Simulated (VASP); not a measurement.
# Zr (R-3m) in VASP: notebook

Runs on Zr. Level: PBEsol. Tasks: single point, relaxation of cell and atoms.

All numbers are computed with VASP 6.6.1; they aren't measurements. Logs are shortened: lines on timing, memory, paths and dates and some standing lists are left out, and cuts for length are marked.

**1. The structure**

It takes space group R-3m (No. 166, trigonal). The conventional cell has a = 5.008 Å, b = 5.008 Å, c = 3.039 Å, α = 90.00°, β = 90.00°, γ = 120.00°. Zr (site symmetry -3m) has 8 Zr at 3.04 to 3.06 Å as nearest neighbours.

The cell was built by a generator and needn't be a form met in nature.

**2. Single point, PBEsol**

INCAR reads:

```
  PREC = Accurate
  ENCUT = 520
  EDIFF = 1E-6
  ISMEAR = 0
  SIGMA = 0.1
  LREAL = F
  LASPH = T
  NELM = 100
  ALGO = Normal
  ISIF = 2
  LWAVE = F
  LCHARG = F
  GGA = PS
  NBANDS = 25
```

KPOINTS reads:

```
Automatic mesh
0
Gamma
  6 6 4
```

POSCAR reads:

```
Zr
1.0
    5.0081599870      0.0000000000      0.0000000000
   -2.5040799935      4.3371937750      0.0000000000
    0.0000000000      0.0000000000      3.0392124806
Zr
3
Direct
    0.3333259543      0.0000000000      0.3333333333
    0.0000000000      0.3333259543      0.6666666667
    0.6666740457      0.6666740457      0.0000000000
```

Potentials or basis: VASP PAW PBE potentials, release 64 (Zr_sv).

Command:

```
$ cat potpaw_PBE.64/Zr_sv/POTCAR > POTCAR
$ mpirun -np 1 vasp_std > vasp.out
```

OUTCAR:

```text
PREC = Accurate
   ENCUT = 520
   EDIFF = 1E-6
   ISMEAR = 0
   LREAL = F
   LASPH = T
   NELM = 100
   ISIF = 2
   GGA = PS

 ion  position               nearest neighbor table
   1  0.333  0.000  0.333-   3 3.06   2 3.06   3 3.06   3 3.06   2 3.06   2 3.06   2 3.53   3 3.53
                             2 3.53   2 3.53   3 3.53   3 3.53
   2  0.000  0.333  0.667-   3 3.06   1 3.06   3 3.06   3 3.06   1 3.06   1 3.06   1 3.53   3 3.53
                             1 3.53   1 3.53   3 3.53   3 3.53
   3  0.667  0.667  0.000-   1 3.06   2 3.06   1 3.06   2 3.06   2 3.06   1 3.06   1 3.53   2 3.53
                             1 3.53   2 3.53   2 3.53   1 3.53

  LATTYP: Found a hexagonal cell.
 ALAT       =     5.0081599870
 C/A-ratio  =     0.6068521150

  Lattice vectors:

 A1 = (   5.0081599870,   0.0000000000,   0.0000000000)
 A2 = (  -2.5040799935,   4.3371937750,   0.0000000000)
 A3 = (   0.0000000000,   0.0000000000,   3.0392124806)

Analysis of symmetry for initial positions (statically):
=====================================================================
 Subroutine PRICEL returns:
 Original cell was already a primitive cell.

 Routine SETGRP: Setting up the symmetry group for a
 hexagonal supercell.

 Subroutine GETGRP returns: Found  6 space group operations
 (whereof  2 operations were pure point group operations)
 out of a pool of 24 trial point group operations.

The static configuration has the point symmetry C_2 .
 The point group associated with its full space group is D_3 .

Analysis of symmetry for dynamics (positions and initial velocities):
=====================================================================
 Subroutine PRICEL returns:
 Original cell was already a primitive cell.

 Routine SETGRP: Setting up the symmetry group for a
 hexagonal supercell.

 Subroutine GETGRP returns: Found  6 space group operations
 (whereof  2 operations were pure point group operations)
 out of a pool of 24 trial point group operations.

The dynamic configuration has the point symmetry C_2 .
 The point group associated with its full space group is D_3 .

 Subroutine INISYM returns: Found  6 space group operations
 (whereof  2 operations are pure point group operations),
 and found     1 'primitive' translations

----------------------------------------------------------------------------------------

                                     Primitive cell

  volume of cell :      66.0158

  direct lattice vectors                    reciprocal lattice vectors
     5.008159987  0.000000000  0.000000000     0.199674132  0.115281914  0.000000000
    -2.504079993  4.337193775  0.000000000     0.000000000  0.230563828  0.000000000
     0.000000000  0.000000000  3.039212481     0.000000000  0.000000000  0.329032605

  length of vectors
     5.008159987  5.008159987  3.039212481     0.230563828  0.230563828  0.329032605

  position of ions in fractional coordinates (direct lattice)
     0.333325954  0.000000000  0.333333333
     0.000000000  0.333325954  0.666666667
     0.666674046  0.666674046  0.000000000

  ion indices of the primitive-cell ions
   primitive index   ion index
                 1           1
                 2           2
                 3           3

----------------------------------------------------------------------------------------

 KPOINTS: Automatic mesh

Automatic generation of k-mesh.
 Grid dimensions read from file:
 generate k-points for:    6    6    4

 Generating k-lattice:

  Cartesian coordinates                     Fractional coordinates (reciprocal lattice)
     0.033279022  0.019213652  0.000000000     0.166666667  0.000000000  0.000000000
     0.000000000  0.038427305  0.000000000     0.000000000  0.166666667  0.000000000
     0.000000000  0.000000000  0.082258151     0.000000000  0.000000000  0.250000000

  Length of vectors
     0.038427305  0.038427305  0.082258151

  Shift w.r.t. Gamma in fractional coordinates (k-lattice)
     0.000000000  0.000000000  0.000000000

 Subroutine IBZKPT returns following result:
 ===========================================

 Found     24 irreducible k-points:

 Following reciprocal coordinates:
            Coordinates               Weight
  0.000000  0.000000  0.000000      1.000000
  0.166667 -0.000000  0.000000      6.000000
  0.333333  0.000000  0.000000      6.000000
  0.500000  0.000000  0.000000      3.000000
  0.166667  0.166667  0.000000      6.000000
  0.333333  0.166667  0.000000     12.000000
[... 16 lines left out ...]
  0.333333  0.166667  0.500000     12.000000
  0.333333  0.333333  0.500000      2.000000
   k-points           NKPTS =     24   k-points in BZ     NKDIM =     24   number of bands    NBANDS=     25
   number of dos      NEDOS =    301   number of ions     NIONS =      3
   total plane-waves  NPLWV =  38400
   dimension x,y,z NGX =    40 NGY =   40 NGZ =   24
   dimension x,y,z NGXF=    80 NGYF=   80 NGZF=   48
   ions per type =               3
   NGX,Y,Z   is equivalent  to a cutoff of  13.28, 13.28, 13.13 a.u.
   NGXF,Y,Z  is equivalent  to a cutoff of  26.56, 26.56, 26.26 a.u.
 SYSTEM =  unknown system
   PREC   = accura    normal or accurate (medium, high low for compatibility)
   ISTART =      0    job   : 0-new  1-cont  2-samecut
   ICHARG =      2    charge: 1-file 2-atom 10-const
   ISPIN  =      1    spin polarized calculation?
   LNONCOLLINEAR =      F non collinear calculations
   LSORBIT =      F    spin-orbit coupling
   LASPH  =      T    aspherical Exc in radial PAW
   ENCUT  =  520.0 eV  38.22 Ry    6.18 a.u.   9.31  9.31  5.65*2*pi/ulx,y,z
   NELM   =    100;   NELMIN=  2; NELMDL= -5     # of ELM steps
   EDIFF  = 0.1E-05   stopping-criterion for ELM
   LREAL  =      F    real-space projection
   EDIFFG = 0.1E-04   stopping-criterion for IOM
   NSW    =      0    number of steps for IOM
   IBRION =     -1    ionic relax: 0-MD 1-quasi-New 2-CG
   NFREE  =      0    steps in history (QN), initial steepest desc. (CG)
   ISIF   =      2    stress and relaxation
   ISYM   =      2    0-nonsym 1-usesym 2-fastsym
   POTIM  = 0.5000    time-step for ionic-motion
   TEBEG  =    0.0;   TEEND  =   0.0 temperature during run
   PSTRESS=    0.0 pullay stress
   NELECT =      36.0000    total number of electrons
   NUPDOWN=      -1.0000    fix difference up-down
   EMIN   =  10.00;   EMAX   =-10.00  energy-range for DOS
   EFERMI =   0.00;   METHOD = LEGACY
   ISMEAR =     0;   SIGMA  =   0.10  broadening in eV -4-tet -1-fermi 0-gaus
   EFERMI_NEDOS =   21; number of points for ismear=-14 and -15
   IALGO  =     38    algorithm
   IMIX   =      4    mixing-type and parameters
     AMIX     =   0.40;   BMIX     =  1.00
     AMIX_MAG =   1.60;   BMIX_MAG =  1.00
  volume/ion in A,a.u.               =      22.01       148.50
  Fermi-wavevector in a.u.,A,eV,Ry     =   1.337497  2.527504 24.339455  1.788899
  Thomas-Fermi vector in A             =   2.466041
   LORBIT       =      0    0 simple, 1 ext, 2 COOP (PROOUT), +10 PAW based schemes
   GGA     = PS    functional components
   LHFCALC =     F    Hartree Fock is set to
   AEXX    =    0.0000 exact exchange contribution
   IVDW    =     0    specifies the selected vdW correction
   LEPSILON=     F    determine dielectric tensor
   LRPA    =     F    only Hartree local field effects (RPA)
 non-spin polarized calculation
 Gauss-broadening in eV      SIGMA  =   0.10
  energy-cutoff  :      520.00
  volume of cell :       66.02
 maximum number of plane-waves:      1800
 NGX is ok and might be reduce to    40
   NGX = 19   NGY = 19   NGZ = 11

 number of electron      36.0000000 magnetization

 Free energy of the ion-electron system (eV)
  ---------------------------------------------------
  ext. energy  EPLUGINS =         0.00000000
  ---------------------------------------------------
  free energy    TOTEN  =       -27.05544562 eV

  energy without entropy =      -27.02690963  energy(sigma->0) =      -27.04117763

 E-fermi :   9.2044     XC(G=0): -11.4607

 val. band max:        9.1902015475   @ k =  -0.1667   0.5000   0.2500
 cond. band min:       9.2287243249   @ k =   0.3333   0.1667   0.0000
 fundamental gap:      0.0385227775
 Fermi energy:         9.2043651383

 k-point     1 :       0.0000    0.0000    0.0000
  band No.  band energies     occupation
      1     -39.0945      2.00000
      2     -38.8818      2.00000
      3     -38.8818      2.00000
      4     -17.3465      2.00000
      5     -17.3464      2.00000
      6     -17.3464      2.00000
[... 17 lines left out ...]
     24      12.9889      0.00000
     25      13.4677      0.00000

 k-point     2 :       0.1667   -0.0000    0.0000
  band No.  band energies     occupation
      1     -39.0781      2.00000
      2     -38.8921      2.00000
      3     -38.8886      2.00000
      4     -17.5291      2.00000
      5     -17.4833      2.00000
      6     -17.1373      2.00000
[... 17 lines left out ...]
     24      12.9557      0.00000
     25      13.0078      0.00000

 k-point     3 :       0.3333    0.0000    0.0000
  band No.  band energies     occupation
      1     -39.0343      2.00000
      2     -38.9254      2.00000
      3     -38.9003      2.00000
      4     -17.6538      2.00000
      5     -17.4485      2.00000
      6     -16.9463      2.00000
[... 17 lines left out ...]
     24      12.5075      0.00000
     25      12.9115      0.00000

 k-point     4 :       0.5000    0.0000    0.0000
  band No.  band energies     occupation
      1     -38.9774      2.00000
      2     -38.9774      2.00000
      3     -38.9056      2.00000
      4     -17.6980      2.00000
      5     -17.2404      2.00000
      6     -17.2404      2.00000
[... 17 lines left out ...]
     24      13.0350      0.00000
     25      13.3001      0.00000
[... 477 lines left out ...]
 k-point    22 :       0.1667    0.1667    0.5000
  band No.  band energies     occupation
      1     -38.8983      2.00000
      2     -38.8983      2.00000
      3     -38.7999      2.00000
      4     -17.5651      2.00000
      5     -17.5651      2.00000
      6     -17.4323      2.00000
[... 17 lines left out ...]
     24      12.7136      0.00000
     25      13.7733      0.00000

 k-point    23 :       0.3333    0.1667    0.5000
  band No.  band energies     occupation
      1     -38.8906      2.00000
      2     -38.8713      2.00000
      3     -38.8349      2.00000
      4     -17.6636      2.00000
      5     -17.5632      2.00000
      6     -17.5120      2.00000
[... 17 lines left out ...]
     24      12.4621      0.00000
     25      14.2558      0.00000

 k-point    24 :       0.3333    0.3333    0.5000
  band No.  band energies     occupation
      1     -38.8656      2.00000
      2     -38.8656      2.00000
      3     -38.8656      2.00000
      4     -17.6141      2.00000
      5     -17.6141      2.00000
      6     -17.6141      2.00000
[... 17 lines left out ...]
     24      11.4809      0.00000
     25      15.5291      0.00000

------------------------ aborting loop because EDIFF is reached ----------------------------------------

  FORCE on cell =-STRESS in cart. coord.  units (eV):
  Direction    XX          YY          ZZ          XY          YZ          ZX
  --------------------------------------------------------------------------------------
  -------------------------------------------------------------------------------------
  Total        0.0404878      0.0404878      0.0235173      0.0000000      0.0000000      0.0000000
  in kB        0.9826228      0.9826228      0.5707563      0.0000000      0.0000000      0.0000000
  external PRESSURE =       0.8453340 kB  Pullay stress =       0.0000000 kB

 VOLUME and BASIS-vectors are now :
 -----------------------------------------------------------------------------
  energy-cutoff  :      520.00
  volume of cell :       66.02
      direct lattice vectors                 reciprocal lattice vectors
     5.008159987  0.000000000  0.000000000     0.199674132  0.115281914  0.000000000
    -2.504079993  4.337193775  0.000000000     0.000000000  0.230563828  0.000000000
     0.000000000  0.000000000  3.039212481     0.000000000  0.000000000  0.329032605

 POSITION                                       TOTAL-FORCE (eV/Angst)
 -----------------------------------------------------------------------------------
      1.66935      0.00000      1.01307         0.000109      0.000000      0.000000
     -0.83467      1.44570      2.02614        -0.000055      0.000095     -0.000000
      1.66941      2.89149      0.00000        -0.000055     -0.000095      0.000000
 -----------------------------------------------------------------------------------
    total drift:                                0.000000     -0.000000     -0.000000

  FREE ENERGIE OF THE ION-ELECTRON SYSTEM (eV)
  ---------------------------------------------------
  free  energy   TOTEN  =       -27.0554456244 eV

  energy  without entropy=      -27.0269096264  energy(sigma->0) =      -27.04117763
```

It took 24 s on 1 thread of Intel Xeon Platinum 8375C at 2.90GHz (Ice Lake), shared host; peak memory 0.19 GiB.

What came out:

```
Free energy            : -27.0554 eV
Pressure               : 0.1 GPa
Band gap on the k mesh : none (metal or under the smearing width)
```

Caveat: the k mesh is coarse (spacing up to 0.52 Å⁻¹), so the values aren't converged; the PAW data sets were made with another functional, which shifts forces and pressure a little.

**3. Relaxation of cell and atoms, PBEsol**

This run uses another cell than the first one, of 23.97 Å³/atom, 1.089 times its volume.

INCAR reads:

```
PREC     = Accurate       # precision mode
ENCUT    = 600            # plane-wave cutoff, eV
EDIFF    = 1E-7           # SCF threshold, eV
ISMEAR   = 0              # smearing method
SIGMA    = 0.1            # smearing width, eV
LREAL    = False          # projectors in reciprocal space
LASPH    = True           # aspherical terms in the spheres
NELM     = 100            # most SCF steps
ALGO     = Fast           # electronic algorithm
ISIF     = 3              # what is computed and relaxed
LWAVE    = False          # write WAVECAR
LCHARG   = False          # write CHGCAR
GGA      = PS             # functional
IBRION   = 2              # ionic algorithm
NSW      = 90             # ionic steps
EDIFFG   = -0.04          # ionic threshold
```

KPOINTS is that of step 2.

POSCAR reads:

```
Zr
1.0
    4.1829782961      0.0000000000      0.0000000000
   -2.0914891481      3.6225654680      0.0000000000
    0.0000000000      0.0000000000      4.7457289016
Zr
3
Direct
    0.2254000000      0.0000000000      0.3333333333
    0.0000000000      0.2254000000      0.6666666667
    0.7746000000      0.7746000000      0.0000000000
```

Potentials or basis: VASP PAW PBE potentials, release 64 (Zr_sv).

Command:

```
$ cat potpaw_PBE.64/Zr_sv/POTCAR > POTCAR
$ mpirun -np 1 vasp_std > vasp.out
```

Wall time 42 min (1 thread of Intel Xeon Platinum 8375C at 2.90GHz (Ice Lake), shared host); peak memory 0.27 GiB.

Results (log left out):

| Quantity | Value |
| --- | --- |
| Free energy | -27.2418 eV |
| Relaxed volume | 21.62 Å³/atom |
| Relaxed cell | a = 5.303 Å, b = 5.303 Å, c = 2.663 Å, α = 90.00°, β = 90.00°, γ = 120.00° |
| Space group after relaxing (to 0.05 Å) | R-3m (No. 166) |
| Energy gained by relaxing | 1729.6 meV/atom |
| Ionic steps | 30 |
| Pressure after relaxing | -0.1 GPa |
| Largest force after relaxing | 0.005 eV/Å |
| Band gap on the k mesh | none (metal or under the smearing width) |

Forces on the atoms (eV/Å):
```
Zr  -0.005  0.000  0.000
Zr   0.003 -0.005  0.000
Zr   0.003  0.005  0.000
```

Stress tensor (GPa, compression positive):
```
-0.21  0.00  0.00
 0.00 -0.21  0.00
 0.00  0.00  0.07
```

Step by step:
```tsv
step	energy change (eV)	largest force (eV/Å)	pressure (GPa)	volume (Å³)
1	0.0000	4.1808	6.89	71.91
2	-1.4926	2.0747	-6.97	83.19
3	-1.6288	1.3858	-9.71	86.96
4	-2.7464	0.1140	-1.74	71.77
5	-2.7703	0.0707	0.37	69.80
6	-3.1572	0.3079	1.04	68.39
7	-4.4653	0.8498	7.29	61.88
8	53.9655	2.9527	588.43	37.23
9	-4.2594	1.1397	9.48	61.65
10	-4.4934	0.9338	10.26	60.61
11	-2.9119	2.2122	44.80	50.71
12	-4.5025	0.9254	13.38	59.28
13	-4.5973	0.8606	12.05	59.92
14	-4.7298	0.7625	9.66	61.62
15	-4.7334	0.7726	8.70	62.16
16	-4.7447	0.8988	6.91	62.76
17	-4.8133	1.0828	4.77	63.78
18	-4.1578	0.8495	8.81	64.99
19	-4.8097	1.0882	4.77	63.87
20	-4.8080	1.0845	4.78	63.94
21	-4.8617	0.9945	3.03	64.70
22	-4.9192	0.6568	-1.06	66.95
23	-4.9511	0.6249	-1.09	66.75
24	-5.0425	0.5483	-1.08	66.14
25	-5.1725	0.2675	-0.07	64.89
26	-4.8512	1.2223	6.81	62.33
27	-5.1862	0.1154	0.34	64.54
28	-5.1872	0.0508	0.59	64.40
29	-5.1886	0.0112	-0.41	65.03
30	-5.1889	0.0054	-0.12	64.85
```

Final structure:
```
CELL_PARAMETERS angstrom
5.30279 0.00000 0.00000
-2.65140 4.59235 0.00000
0.00000 0.00000 2.66303
ATOMIC_POSITIONS crystal
Zr 0.33347 0.00000 0.33333
Zr 0.00000 0.33347 0.66667
Zr 0.66653 0.66653 0.00000
```

Levels at points of the mesh, in eV from the Fermi level:
| k point | band 15 | band 16 | band 17 | band 18 | band 19 | band 20 | band 21 | band 22 |
| --- | --- | --- | --- | --- | --- | --- | --- | --- |
| (0.00, 0.00, 0.00) | -1.82 | -0.64 | -0.64 | -0.64 | -0.64 | -0.64 | 1.32 | 1.32 |
| (0.50, 0.00, 0.00) | -2.95 | -1.37 | -0.92 | -0.91 | -0.52 | -0.51 | 1.22 | 3.67 |
| (0.00, 0.00, 0.50) | -1.05 | -1.05 | -1.05 | -1.05 | -0.36 | -0.36 | 3.72 | 3.72 |
| (0.50, 0.00, 0.50) | -1.91 | -1.49 | -1.49 | -0.63 | 1.13 | 1.13 | 3.02 | 3.34 |

Caveat: the PAW data sets were made with another functional, which shifts forces and pressure a little.
